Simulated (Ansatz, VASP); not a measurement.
# CO2: VASP beside Ansatz

INCAR

```
SYSTEM = CO2
PREC = Accurate ; ENCUT = 520
EDIFF = 1E-6 ; ISMEAR = 0
SIGMA = 0.01 ; LREAL = .FALSE.
LASPH = .TRUE. ; NELM = 100
ALGO = Normal ; ISIF = 2
LWAVE = .FALSE. ; LCHARG = .TRUE.
GGA = PS ; LELF = .TRUE.
LVHAR = .TRUE. ; NBANDS = 25
```

Contents of KPOINTS:

```
Automatic mesh
0
G
  6 6 6
  0 0 0
```

POSCAR

```
CO2
1.0
   -1.9548127153      1.9548127153      2.9673315043
    1.9548127153     -1.9548127153      2.9673315043
    1.9548127153      1.9548127153     -2.9673315043
C O
2 4
Direct
    0.0000000000      0.0000000000      0.0000000000
    0.7500000000      0.2500000000      0.5000000000
    0.3750000000      0.2923507872      0.4173507872
    0.7076492128      0.1250000000      0.0826492128
    0.8750000000      0.9576492128      0.5826492128
    0.0423507872      0.6250000000      0.9173507872
```

Input for Ansatz:

```yaml
crystal:
  lattice:
    - [-1.9548127153, 1.9548127153, 2.9673315043]
    - [1.9548127153, -1.9548127153, 2.9673315043]
    - [1.9548127153, 1.9548127153, -2.9673315043]
  atoms:
    - { symbol: C, position: [0.0, 0.0, 0.0] }
    - { symbol: C, position: [0.75, 0.25, 0.5] }
    - { symbol: O, position: [0.375, 0.2923507872, 0.4173507872] }
    - { symbol: O, position: [0.7076492128, 0.125, 0.0826492128] }
    - { symbol: O, position: [0.875, 0.9576492128, 0.5826492128] }
    - { symbol: O, position: [0.0423507872, 0.625, 0.9173507872] }
kpoints:
  mp_grid: { grid: [6, 6, 6] }
hamiltonian:
  xc: pbesol
scf:
  occupations: { method: fixed }
  n_extra_bands: 5
output:
  forces: true
  stress: true
  eigenvalues: true
```

Alike in both runs: task single point; functional PBEsol; k mesh 6 × 6 × 6; no spin polarisation.

|  | VASP | Ansatz |
| --- | --- | --- |
| version | VASP 6.6.1 | Ansatz 0.2.0 |
| potentials or method | VASP PAW PBE potentials, release 64 (C, O) | plane waves, PAW |
| plane-wave cutoff (eV) | 520 | 420 |
| occupations | gaussian, width 0.01 eV | fixed |
| valence electrons in the cell | 32 | 32 |

VASP gave:

| Item | Value |
| --- | --- |
| gap on the k mesh at the Fermi level (eV) | 7.59 |
| pressure (GPa) | 3.0 |
| largest component of the traceless stress (GPa) | 0.46 |
| rms of the force components (eV/Å) | 0.079 |

**Question.** Estimate Ansatz's values.

**Answer.** gap on the k mesh at the Fermi level (eV): 7.67; pressure (GPa): 1.2; largest component of the traceless stress (GPa): 0.25; rms of the force components (eV/Å): 0.033.

Atom by atom the forces differ by 0.047 eV/Å (rms over components).

Caveats: the PAW data sets were made with another functional, which shifts forces and pressure a little (VASP). A k mesh can miss the band edges.
